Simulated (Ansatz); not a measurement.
**SnS — ³³S NMR of the central transition**

Cell: a structure deposited in the COD, its atoms then relaxed with PBE in this cell.

Space group Pnma (No. 62); a = 11.3200, b = 4.0500, c = 4.2420 Å.

| site | Wyckoff | site symmetry | x | y | z |
| --- | --- | --- | --- | --- | --- |
| Sn | 4c | .m. | 0.1204 | 0.2500 | 0.1080 |
| S | 4c | .m. | 0.8517 | 0.2500 | 0.4769 |

One atom of each set is listed.

Level of theory: DFT, PBE, plane waves and PAW, scalar-relativistic, 420 eV cutoff, Γ-centred 4×11×10 k-points, Fermi–Dirac smearing 0.02 eV (Ansatz 0.2.0).

³³S has I = 3/2 and Q = -69.40 mb (Pyykkö 2018); at 35.2 T its Larmor frequency is ν₀ = 115.2 MHz. Only the quadrupole interaction is simulated: positions count from each site's isotropic chemical shift, and J coupling is left out, as are shift anisotropy and dipolar coupling, which fast spinning averages.

Simulated pattern of one S site (fast magic-angle spinning, Gaussian broadening 0.6 kHz):

(offset (kHz), height): (-13.06, 0), (-12.74, 1), (-12.43, 3), (-12.12, 5), (-11.80, 6), (-11.49, 6), (-11.17, 6), (-10.86, 6), (-10.55, 6), (-10.23, 6), (-9.92, 7), (-9.61, 7), (-9.29, 7), (-8.98, 7), (-8.66, 8), (-8.35, 16), (-8.04, 44), (-7.72, 75), (-7.41, 78), (-7.09, 63), (-6.78, 53), (-6.47, 48), (-6.15, 45), (-5.84, 43), (-5.52, 42), (-5.21, 42), (-4.90, 42), (-4.58, 43), (-4.27, 44), (-3.95, 45), (-3.64, 48), (-3.33, 51), (-3.01, 57), (-2.70, 67), (-2.39, 86), (-2.07, 100), (-1.76, 78), (-1.44, 33), (-1.13, 6), (-0.82, 0)

Q: Which |C_Q| and η does the pattern imply?

A: The pattern spans 11.0 kHz before broadening and its centre of gravity is at -5.00 kHz, which fixes P_Q; the places of the horns and steps fix η. That gives P_Q = 4.80 MHz, |C_Q| = 4.80 MHz and η = 0.08. The sign of C_Q can't be read from the pattern.

Without spin–orbit coupling (the program notes it for Sn) the gradients can shift somewhat, as the gap is small.

The relaxation (4 steps) took 2.2 min of wall time (2.2 min of CPU time) and 1.1 GiB at its peak, on 1 thread of Intel Xeon Platinum 8488C (Sapphire Rapids) (x86_64; 16 cores open to the job, memory cap 3.0 GiB, no GPU), a shared host with a load of 0.2 a core.
